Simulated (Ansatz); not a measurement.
## Gd (Fm-3m): total moment held at 0 μB

These are results of Ansatz, DFT, PBE, PAW with Ansatz's default frozen-core files, scalar-relativistic, not measurements.

Command: `ansatz run input.yaml --threads 1 --pin off --max-ram 3072MiB --backend cpu --events-out ev --progress --plain --runs-dir out`

```yaml
crystal:
  lattice:
    - [0.0, 2.5858190855, 2.5858190855]
    - [2.5858190855, 0.0, 2.5858190855]
    - [2.5858190855, 2.5858190855, 0.0]
  atoms:
    - { symbol: Gd, position: [0.0, 0.0, 0.0] }
magnetization:
  spin_polarized: true
  initial_magnetization: 0.0
  spin_locking: { lock_magnetization: hard }
kpoints:
  mp_grid: { grid: [11, 11, 11] }
scf:
  occupations: { method: fermi_dirac, width: 0.05 }
hamiltonian:
  xc: pbe
  pseudopotentials: { kind: paw }
output:
  forces: true
  stress: true
  eigenvalues: true
```

Output:

```
Warning: output.stress: scf.convergence.dr2_threshold = 1e-7 eV (the SCF's general default) is looser than the 1e-10 eV advised for a printed stress (1e-10 eV for each atom of the cell: 1). What an SCF threshold leaves in a stress goes as its square root, and in the free energy as the threshold itself, and one threshold admits the most on a small cell: of the crystals measured, under no hybrid fun …
band count auto-derived: 16, from the close of a first SCF at 13 (N_el = 18.0; filled up to band 9; 13 by the electrons, moments and atoms)
Engine: ansatz 0.2.0
Pseudopotentials: kind: paw
Pseudopotential: Gd, paw, valence charge 18, recommended cutoff 420 eV (normal), Gd.paw.azcp
Functional definition: PBE
  parameter kappa = 0.804
  parameter beta = 0.06672455060314922
  exchange = pbe_x(kappa = kappa, mu = beta*pi^2/3)
  correlation = pbe_c(beta = beta)
Crystal: 1 atoms, lattice volume = 34.580 Å³
Basis set: ecut = 420 eV, 645 PW (Γ), exchange–correlation on 50×50×50 points (8 copies of the dense FFT grid, shifted against one another)
Bands: 13, of which v1, the nominal top of the filled ones, is band 9 counted from 1 (8 counted from 0)
Symmetry: 48 space group operations
Space group: Fm-3m (ITA 225), of the structure as read, at distance tolerance 3.3e-5 Å
k-points: 56 of 1331
Non-local potential: Gd, projectors of the file, l = 0: 3, l = 1: 2, l = 2: 2, l = 3: 3
PAW form: soft (Blöchl's): semilocal exchange-correlation on the pseudo side does not see the compensation charge
PAW one-centre angular grid: Gd, 590 points (default); XC on 64 Gauss nodes
Initial density: superposition of atomic densities (chi_scale 0.1, normalization cell)
Initial wavefunctions: pseudopotential atomic-orbital guess
Functional: x = pbe(κ = 0.804, μ = 0.2195149727645171), c = pbe(β = 0.06672455060314922)
SCF iter   1: F=—  HF=-9324.950808 eV  |F-HF|=—  |Δ(HF+E_count)|=         —  Δρ=3.90e-2 (↑3.90e-2 ↓3.90e-2)  dr2=1.79e0  dr2_m=0.00e0  M=0.000 μB ∫|m|=0.000 μB  β_m=0.30  ethr=3.10e-3  ⟨swp⟩=4.5  Hψ=3385  notcnv=0
preconditioner: auto → Kerker (q_TF=auto, 2.447 Å⁻¹)  [metal: Δε(μ)=0.000 eV  Ē_g=7.816 eV  σ=0.050 eV  W_gap=0.00  n_scr=14 (ndim 8)  ℏωp=25.3 eV  f_vac=0.000  D(μ)=44.99/eV (n_scr^D=2084)]
spin=Collinear: Kerker preconditioning applied to the charge; magnetization (m = ρ↑ − ρ↓) channel mixes plain (no charge-response kernel on spin).
SCF iter   2: F=—  HF=-9325.898761 eV  |F-HF|=—  |Δ(HF+E_count)|=   9.48e-1  Δρ=1.23e-1 (↑1.23e-1 ↓1.23e-1)  dr2=1.83e1  dr2_m=0.00e0  M=0.000 μB ∫|m|=0.000 μB  β_m=0.18  ethr=3.10e-3  ⟨swp⟩=3.4  Hψ=1948  notcnv=0  recentre
[...]
SCF 1, on 13 bands, converged in 15 iterations: F = -9324.868755 eV; the run's SCF on all bands comes behind
  greatest PAW one-centre occupation: 0.993 electrons in one spin orbital (limit 2), on the Gd atom at site 0 (counted from 0), in its partial waves of l = 0
The result of the SCF on 13 bands, without a stress, told ahead of the SCF on all bands, whose result is the run's:
SCF converged after 15 iterations
Stability checked in part: among states of this total moment the steps that led to this state did not find it unstable. No probe was made; neither looks for a lower state of another moment (fixed_total_moment; see scf.lower_state_search)
Magnetization: 0.0000 μB (9.0000 up, 9.0000 down)
[...]
Per-site moments (μB) at R_I (Å): [(0.20830303741464792, 1.5084714234798837)]
Free energy (F): -9327.207675 eV
Harris-Foulkes:  -9327.207675 eV  (|F-HF|=1.44e-9)
Internal energy: -9327.186570 eV  (E = F + TS)
E sigma→0 (E₀):  -9327.197123 eV
Entropy (-TS):   -0.021104 eV (-21.104 meV/atom)
Fermi energy:    11.478438 (↑ 11.369977, ↓ 11.586899) eV
--- Per-component energies (eV) ---
  E_band       = -14.794017
  E_kinetic    = 394.967988
  E_local      = -2198.796462  (includes V_loc(G=0)·N_el)
  E_nonlocal   = 310.080261
  E_hartree    = 919.531064
  E_xc         = -228.243986
  E_vxc        = -246.527923  (∫ρ·V_xc dr)
  E_paw        = -6456.656756  (= ΣΔE_a)
  E_vpaw       = -113.582174  (= ΣTr[D̂ρ^β])
  E_aug_tail   = 0.000000  (compensation charges beyond the density's cutoff)
  E_ewald      = -2068.068680
  E_smearing   = -0.021104  (= −TS)
  E_closure    = 0.000000  (closes the sum)
  Σ components = -9327.207675   (vs F -9327.207675, Δ=0.00e0)
--- Forces (eV/Å), atoms counted from 1 ---
  atom   1  Gd    -0.00000000     0.00000000     0.00000000
  max |Σ_I F_I| component: 1.68e-29 eV/Å
--- Stress (GPa, compression-positive) ---
        0.518461      -0.000000       0.000000
       -0.000000       0.518461       0.000000
        0.000000       0.000000       0.518461
  P = ⅓ Tr σ = 0.5185 GPa (5.185 kbar)
--- Band table (eV; the first three rows and the last of 152) ---
  [... 4 further k-point lines left out ...]
```

Site moments (μB): Gd 0.21. Cell moment 0.00 μB.

Without U a semilocal functional puts the f levels too near the Fermi level, which can change moments and the order of magnetic states; site and cell moments are spin moments. Spin–orbit coupling is left out although heavy atoms are present. In at least one run the program's final test of stability wasn't made or came to no verdict. With open f shells a run can end in a state that isn't the lowest. The magnetic state is the one that this cell and start allow. It needn't be the compound's measured order, which may need a larger cell or be absent.

It took 110 s on 1 thread of Arm Neoverse V1 (shared host), peak memory 0.84 GiB.
